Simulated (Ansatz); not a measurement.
Base system: AlSb in the zinc blende structure (space group F-43m, No. 216; a = 6.157 Å).

Levels (all Ansatz, a program for electronic structure, PAW, earlier PAW set): PBEsol (420 eV, no spin-orbit coupling); HSE06 (420 eV, no SOC).

Its gap is 1.14 eV with PBEsol and 1.77 eV with HSE06.

Now apply this change: every lattice vector is shortened by 4.54 %, atoms relaxed at fixed cell.

With PBEsol the gap becomes 0.86 eV.

Problem. If the HSE06 correction stayed the same, what would the HSE06 gap be, and what does the HSE06 run give?

Solution. A rigid correction of +0.63 eV gives 1.49 eV. The HSE06 run gives 1.49 eV, so the two effects roughly add.

Single points use the geometry relaxed with PBEsol. HSE06 gaps are upper bounds (no full band path). With Sb present, leaving out spin-orbit coupling can change the band edges. The cells carry an imposed strain or load. Whether these cells are dynamically stable was not tested.
